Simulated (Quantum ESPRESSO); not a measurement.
# AlN (F-43m) in Quantum ESPRESSO: notebook

One crystal, AlN, is run at these levels: r2SCAN; tasks: single point, equation of state.

Program: Quantum ESPRESSO 7.5. These are calculated values, not measurements. Logs are shortened: lines on timing, memory, paths and dates and some standing lists are left out, and cuts for length are marked.

## Step 1: Starting point

The structure is cubic, space group F-43m (No. 216). Conventional cell: a = 4.368 Å, b = 4.368 Å, c = 4.368 Å, α = 90.00°, β = 90.00°, γ = 90.00°. Around Al (site symmetry -43m) lie 4 N at 1.89 Å. Around N (site symmetry -43m) lie 4 Al at 1.89 Å.

Measurements of this composition are mostly on another form, of space group No. 186.

## Step 2: Single point, r2SCAN, 9.79 Å³/atom

pw.in

```
&CONTROL
  calculation = 'scf'
  prefix = 'pwscf'
  outdir = './tmp'
  pseudo_dir = './pseudo'
  tstress = .true.
  disk_io = 'nowf'
/
&SYSTEM
  ibrav = 0
  nat = 2
  ntyp = 2
  ecutwfc = 88
  nbnd = 14
  input_dft = 'r2scan'
  occupations = 'smearing'
  smearing = 'fd'
  degauss = 0.00367493
  nosym = .true.
  nr1 = 36
  nr2 = 36
  nr3 = 36
/
&ELECTRONS
  conv_thr = 1d-08
  electron_maxstep = 120
  mixing_beta = 0.5
/
ATOMIC_SPECIES
Al    26.9815 Al_ONCV_PBE-1.2.upf
N     14.0070 N_ONCV_PBE-1.2.upf
CELL_PARAMETERS angstrom
   0.0000000000    2.1394097525    2.1394097525
   2.1394097525    0.0000000000    2.1394097525
   2.1394097525    2.1394097525    0.0000000000
ATOMIC_POSITIONS crystal
Al     0.0000000000    0.0000000000    0.0000000000
N      0.2500000000    0.2500000000    0.2500000000
K_POINTS automatic
8 8 8 0 0 0
```

Potentials or basis: SG15 PBE 1.2.

Run with:

```sh
$ OMP_NUM_THREADS=1 mpirun -n 4 pw.x -nk 4 -in pw.in > pw.out
```

pw.out:

```text
This program is part of the open-source Quantum ESPRESSO suite
     for quantum simulation of materials; please cite
         "P. Giannozzi et al., J. Phys.:Condens. Matter 21 395502 (2009);
         "P. Giannozzi et al., J. Phys.:Condens. Matter 29 465901 (2017);
         "P. Giannozzi et al., J. Chem. Phys. 152 154105 (2020);
     in publications or presentations arising from this work. More details at

     IMPORTANT: XC functional enforced from input :
     Exchange-correlation= R2SCAN
                           (   0   0   0   0   0 497 498)
     Any further DFT definition will be discarded
     Please, verify this is what you really want

     K-points division:     npool     =       4
     Subspace diagonalization in iterative solution of the eigenvalue problem:
     a serial algorithm will be used

     G-vector sticks info
     --------------------
     sticks:   dense  smooth     PW     G-vecs:    dense   smooth      PW
     Sum         793     793    253                14649    14649    2637

     Using Slab Decomposition

     bravais-lattice index     =            0
     lattice parameter (alat)  =       5.7175  a.u.
     unit-cell volume          =     132.1626 (a.u.)^3
     number of atoms/cell      =            2
     number of atomic types    =            2
     number of electrons       =        16.00
     number of Kohn-Sham states=           14
     kinetic-energy cutoff     =      88.0000  Ry
     charge density cutoff     =     352.0000  Ry
     scf convergence threshold =      1.0E-08
     mixing beta               =       0.5000
     number of iterations used =            8  plain     mixing
     Exchange-correlation= R2SCAN
                           (   0   0   0   0   0 497 498)

     celldm(1)=   5.717522  celldm(2)=   0.000000  celldm(3)=   0.000000
     celldm(4)=   0.000000  celldm(5)=   0.000000  celldm(6)=   0.000000

     crystal axes: (cart. coord. in units of alat)
               a(1) = (   0.000000   0.707107   0.707107 )
               a(2) = (   0.707107   0.000000   0.707107 )
               a(3) = (   0.707107   0.707107   0.000000 )

     reciprocal axes: (cart. coord. in units 2 pi/alat)
               b(1) = ( -0.707107  0.707107  0.707107 )
               b(2) = (  0.707107 -0.707107  0.707107 )
               b(3) = (  0.707107  0.707107 -0.707107 )

     PseudoPot. # 1 for Al read from file:
     Al_ONCV_PBE-1.2.upf
     Pseudo is Norm-conserving, Zval = 11.0
     Generated using ONCVPSP code by D. R. Hamann
     Using radial grid of  602 points,  4 beta functions with:
                l(1) =   0
                l(2) =   0
                l(3) =   1
                l(4) =   1

     PseudoPot. # 2 for N  read from file:
     N_ONCV_PBE-1.2.upf
     Pseudo is Norm-conserving, Zval =  5.0
     Generated using ONCVPSP code by D. R. Hamann
     Using radial grid of  602 points,  4 beta functions with:
                l(1) =   0
                l(2) =   0
                l(3) =   1
                l(4) =   1

     atomic species   valence    mass     pseudopotential
     Al               11.00    26.98150     Al( 1.00)
     N                 5.00    14.00700     N ( 1.00)

     No symmetry found

   Cartesian axes

     site n.     atom                  positions (alat units)
         1        Al     tau(   1) = (   0.0000000   0.0000000   0.0000000  )
         2        N      tau(   2) = (   0.3535534   0.3535534   0.3535534  )

     number of k points=   260  Fermi-Dirac smearing, width (Ry)=  0.0037

     Number of k-points >= 100: set verbosity='high' to print them.

     Dense  grid:    14649 G-vectors     FFT dimensions: (  36,  36,  36)

     WARNING: libxc functional with ID  497 depends
      on external parameters: check the user_guide of
      QE if you need to modify them or to check their
      default values.

     WARNING: libxc functional with ID  498 depends
      on external parameters: check the user_guide of
      QE if you need to modify them or to check their
      default values.

     Initial potential from superposition of free atoms

     starting charge      15.9159, renormalised to      16.0000
     Starting wfcs are random

     Self-consistent Calculation

     iteration #  1     ecut=    88.00 Ry     beta= 0.50
     Davidson diagonalization with overlap
     ethr =  1.00E-02,  avg # of iterations =  8.1

     total energy              =    -158.45570804 Ry
     estimated scf accuracy    <      40.44261690 Ry

     iteration #  2     ecut=    88.00 Ry     beta= 0.50
     Davidson diagonalization with overlap
     ethr =  1.00E-02,  avg # of iterations =  1.0

     total energy              =    -158.60277743 Ry
     estimated scf accuracy    <       7.79495590 Ry

     iteration #  3     ecut=    88.00 Ry     beta= 0.50
     Davidson diagonalization with overlap
     ethr =  1.00E-02,  avg # of iterations =  1.0

     total energy              =    -158.61122178 Ry
     estimated scf accuracy    <       0.28430175 Ry

     iteration #  4     ecut=    88.00 Ry     beta= 0.50
     Davidson diagonalization with overlap
     ethr =  1.78E-03,  avg # of iterations =  1.0

     total energy              =    -158.61307148 Ry
     estimated scf accuracy    <       0.00132490 Ry

     iteration #  5     ecut=    88.00 Ry     beta= 0.50
     Davidson diagonalization with overlap
     ethr =  8.28E-06,  avg # of iterations =  3.6

     total energy              =    -158.61312097 Ry
     estimated scf accuracy    <       0.00004862 Ry

     iteration #  6     ecut=    88.00 Ry     beta= 0.50
     Davidson diagonalization with overlap
     ethr =  3.04E-07,  avg # of iterations =  2.2

     total energy              =    -158.61312507 Ry
     estimated scf accuracy    <       0.00002339 Ry

     iteration #  7     ecut=    88.00 Ry     beta= 0.50
     Davidson diagonalization with overlap
     ethr =  1.46E-07,  avg # of iterations =  1.0

     total energy              =    -158.61312535 Ry
     estimated scf accuracy    <       0.00000371 Ry

     iteration #  8     ecut=    88.00 Ry     beta= 0.50
     Davidson diagonalization with overlap
     ethr =  2.32E-08,  avg # of iterations =  1.0

     total energy              =    -158.61312536 Ry
     estimated scf accuracy    <       0.00000006 Ry

     iteration #  9     ecut=    88.00 Ry     beta= 0.50
     Davidson diagonalization with overlap
     ethr =  3.83E-10,  avg # of iterations =  1.0

     End of self-consistent calculation

     Number of k-points >= 100: set verbosity='high' to print the bands.

     the Fermi energy is    12.3121 ev

!    total energy              =    -158.61312536 Ry
     estimated scf accuracy    <          4.2E-09 Ry
     smearing contrib. (-TS)   =      -0.00000000 Ry
     internal energy E=F+TS    =    -158.61312536 Ry

     The total energy is F=E-TS. E is the sum of the following terms:
     one-electron contribution =     -81.86128746 Ry
     hartree contribution      =      38.14749296 Ry
     xc contribution           =     -21.20382757 Ry
     ewald contribution        =     -93.69550329 Ry

     convergence has been achieved in   9 iterations

     Computing stress (Cartesian axis) and pressure

          total   stress  (Ry/bohr**3)                   (kbar)     P=      162.00
   0.00110129   0.00000000  -0.00000000          162.00        0.00       -0.00
   0.00000000   0.00110128  -0.00000000            0.00      162.00       -0.00
  -0.00000000  -0.00000000   0.00110128           -0.00       -0.00      162.00

=------------------------------------------------------------------------------=
   JOB DONE.
=------------------------------------------------------------------------------=
```

Run time: 82 s. Hardware: 4 MPI ranks of Arm Neoverse V2, shared host; peak memory 0.36 GiB.

What came out:

* Free energy: -2158.0415 eV
* Pressure: 16.2 GPa
* Band gap on the k mesh: 3.96 eV, indirect (least direct gap 5.28 eV)

Caveat: the potentials were made for another functional, which shifts forces and pressure.

## Step 3: Single point, r2SCAN, 10.00 Å³/atom

Edit pw.in of step 2 so:

```diff
@@ -32,5 +32,5 @@
 CELL_PARAMETERS angstrom
-   0.0000000000    2.1394097525    2.1394097525
-   2.1394097525    0.0000000000    2.1394097525
-   2.1394097525    2.1394097525    0.0000000000
+   0.0000000000    2.1544765148    2.1544765148
+   2.1544765148    0.0000000000    2.1544765148
+   2.1544765148    2.1544765148    0.0000000000
 ATOMIC_POSITIONS crystal
```

Potentials or basis: SG15 PBE 1.2.

Run with:

```sh
$ OMP_NUM_THREADS=1 mpirun -n 4 pw.x -nk 4 -in pw.in > pw.out
```

Wall time 82 s (4 MPI ranks of Arm Neoverse V2, shared host); peak memory 0.36 GiB.

It converged, with:

```yaml
Free_energy: -2158.0765 eV
Pressure: 10.7 GPa
Band_gap_on_the_k_mesh: 3.94 eV, indirect (least direct gap 5.08 eV)
```

Caveat: the potentials were made for another functional, which shifts forces and pressure.

## Step 4: Single point, r2SCAN, 10.21 Å³/atom

Edit pw.in of step 3 so:

```diff
@@ -32,5 +32,5 @@
 CELL_PARAMETERS angstrom
-   0.0000000000    2.1544765148    2.1544765148
-   2.1544765148    0.0000000000    2.1544765148
-   2.1544765148    2.1544765148    0.0000000000
+   0.0000000000    2.1693354430    2.1693354430
+   2.1693354430    0.0000000000    2.1693354430
+   2.1693354430    2.1693354430    0.0000000000
 ATOMIC_POSITIONS crystal
```

Run with:

```sh
$ OMP_NUM_THREADS=1 mpirun -n 4 pw.x -nk 4 -in pw.in > pw.out
```

It took 83 s on 4 MPI ranks of Arm Neoverse V2, shared host; peak memory 0.36 GiB.

Results (log left out):

- Free energy: -2158.0979 eV
- Pressure: 5.8 GPa
- Band gap on the k mesh: 3.93 eV, indirect (least direct gap 4.89 eV)

Caveat: the potentials were made for another functional, which shifts forces and pressure.

## Step 5: Single point, r2SCAN, 10.42 Å³/atom

Edit pw.in of step 4 so:

```diff
@@ -32,5 +32,5 @@
 CELL_PARAMETERS angstrom
-   0.0000000000    2.1693354430    2.1693354430
-   2.1693354430    0.0000000000    2.1693354430
-   2.1693354430    2.1693354430    0.0000000000
+   0.0000000000    2.1839935596    2.1839935596
+   2.1839935596    0.0000000000    2.1839935596
+   2.1839935596    2.1839935596    0.0000000000
 ATOMIC_POSITIONS crystal
```

Run with:

```sh
$ OMP_NUM_THREADS=1 mpirun -n 4 pw.x -nk 4 -in pw.in > pw.out
```

Run time: 84 s. Hardware: 4 MPI ranks of Arm Neoverse V2, shared host; peak memory 0.36 GiB.

It converged, with:

```yaml
Free_energy: -2158.1071 eV
Pressure: 1.3 GPa
Band_gap_on_the_k_mesh: 3.91 eV, indirect (least direct gap 4.70 eV)
```

Caveat: the potentials were made for another functional, which shifts forces and pressure.

## Step 6: Single point, r2SCAN, 10.63 Å³/atom

Edit pw.in of step 5 so:

```diff
@@ -32,5 +32,5 @@
 CELL_PARAMETERS angstrom
-   0.0000000000    2.1839935596    2.1839935596
-   2.1839935596    0.0000000000    2.1839935596
-   2.1839935596    2.1839935596    0.0000000000
+   0.0000000000    2.1984575146    2.1984575146
+   2.1984575146    0.0000000000    2.1984575146
+   2.1984575146    2.1984575146    0.0000000000
 ATOMIC_POSITIONS crystal
```

Potentials or basis: SG15 PBE 1.2.

Run with:

```sh
$ OMP_NUM_THREADS=1 mpirun -n 4 pw.x -nk 4 -in pw.in > pw.out
```

Run time: 84 s. Hardware: 4 MPI ranks of Arm Neoverse V2, shared host; peak memory 0.36 GiB.

Results (log left out):

- Free energy: -2158.1051 eV
- Pressure: -2.8 GPa
- Band gap on the k mesh: 3.90 eV, indirect (least direct gap 4.52 eV)

Caveat: the potentials were made for another functional, which shifts forces and pressure.

## Step 7: Single point, r2SCAN, 10.83 Å³/atom

Edit pw.in of step 6 so:

```diff
@@ -32,5 +32,5 @@
 CELL_PARAMETERS angstrom
-   0.0000000000    2.1984575146    2.1984575146
-   2.1984575146    0.0000000000    2.1984575146
-   2.1984575146    2.1984575146    0.0000000000
+   0.0000000000    2.2127336128    2.2127336128
+   2.2127336128    0.0000000000    2.2127336128
+   2.2127336128    2.2127336128    0.0000000000
 ATOMIC_POSITIONS crystal
```

Run with:

```sh
$ OMP_NUM_THREADS=1 mpirun -n 4 pw.x -nk 4 -in pw.in > pw.out
```

It took 77 s on 4 MPI ranks of Arm Neoverse V2, shared host; peak memory 0.36 GiB.

Results (log left out):

| Quantity | Value |
| --- | --- |
| Free energy | -2158.0930 eV |
| Pressure | -6.5 GPa |
| Band gap on the k mesh | 3.88 eV, indirect (least direct gap 4.34 eV) |

Caveat: the potentials were made for another functional, which shifts forces and pressure.

## Step 8: Single point, r2SCAN, 11.04 Å³/atom

Edit pw.in of step 7 so:

```diff
@@ -32,5 +32,5 @@
 CELL_PARAMETERS angstrom
-   0.0000000000    2.2127336128    2.2127336128
-   2.2127336128    0.0000000000    2.2127336128
-   2.2127336128    2.2127336128    0.0000000000
+   0.0000000000    2.2268278375    2.2268278375
+   2.2268278375    0.0000000000    2.2268278375
+   2.2268278375    2.2268278375    0.0000000000
 ATOMIC_POSITIONS crystal
```

Run with:

```sh
$ OMP_NUM_THREADS=1 mpirun -n 4 pw.x -nk 4 -in pw.in > pw.out
```

Run time: 78 s. Hardware: 4 MPI ranks of Arm Neoverse V2, shared host; peak memory 0.36 GiB.

Results (log left out):

```yaml
Free_energy: -2158.0718 eV
Pressure: -9.8 GPa
Band_gap_on_the_k_mesh: 3.86 eV, indirect (least direct gap 4.17 eV)
```

Caveat: the potentials were made for another functional, which shifts forces and pressure.

## Step 9: Equation of state, r2SCAN

Potentials or basis: SG15 PBE 1.2.

No new run: the results of the series are fitted here.

Results:

| Quantity | Value |
| --- | --- |
| Equilibrium volume | 10.48 Å³/atom |
| Bulk modulus | 209 GPa |
| Pressure derivative of the bulk modulus | 3.9 |

Energy against volume, from the lowest point:
```tsv
volume (Å³/atom)	energy (meV/atom)
9.792	32.78
10.001	15.29
10.209	4.57
10.417	0.00
10.626	0.99
10.834	7.03
11.042	17.65
```

Caveat: the potentials were made for another functional, which shifts forces and pressure.
